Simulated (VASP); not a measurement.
## CaSe in VASP: convergence with PREC

Input of the first run (PREC Low); the others differ in this setting and in those tied to it:

INCAR

```
SYSTEM = CaSe
PREC     = Low            ! precision mode
ENCUT    = 520            ! plane-wave cutoff, eV
EDIFF    = 1E-6           ! SCF threshold, eV
ISMEAR   = 0              ! smearing method
SIGMA    = 0.02           ! smearing width, eV
LREAL    = .False.        ! projectors in reciprocal space
LASPH    = .True.         ! aspherical terms in the spheres
NELM     = 100            ! most SCF steps
ALGO     = Fast           ! electronic algorithm
ISIF     = 2              ! what is computed and relaxed
LWAVE    = .False.        ! write WAVECAR
LCHARG   = .False.        ! write CHGCAR
GGA      = PE             ! functional
NBANDS   = 15             ! bands
```

The input KPOINTS:

```
Automatic mesh
0
Gamma
  6 6 6
  0 0 0
```

Contents of POSCAR:

```
CaSe
1.0
    0.0000000000      2.9560000000      2.9560000000
    2.9560000000      0.0000000000      2.9560000000
    2.9560000000      2.9560000000      0.0000000000
Se Ca
1 1
Direct
    0.5033880000      0.4986790000      0.4995650000
    0.0023940000      0.0069460000     -0.0027450000
```

Potentials or basis: VASP PAW PBE potentials, release 64 (Se, Ca_sv).

The run is started by

```bash
$ cat potpaw_PBE.64/Se/POTCAR potpaw_PBE.64/Ca_sv/POTCAR > POTCAR
$ mpirun -np 1 vasp_std > vasp.out
```

The cell isn't the ideal one: atoms moved at random, drawn with an rms of 0.02 Å.

Hardware: 1 thread of Intel(R) Xeon(R) Platinum 8259CL CPU @ 2.50GHz (Skylake/Cascade Lake), on a shared host.

```
    PREC  energy less the tightest run, at zero smearing (meV/atom)  largest force (eV/Å)  SCF cycles  CPU time (s)  peak memory (GiB)
     Low                                                      -0.07                 0.089          15            39               0.18
  Medium                                                      -0.11                 0.093          15            43               0.18
  Single                                                      -0.04                 0.093          15            86               0.19
  Normal                                                       0.00                 0.092          15            41                0.2
    High                                                      -0.01                 0.093          15            84                0.2
Accurate                                                       0.00                 0.092          15            87               0.24
```

Against the tightest run, the energy stays within 1 meV/atom from Low on; the largest force stays within 0.005 eV/Å from Low on. The tightest run that finished is the yardstick and may itself not be fully converged.
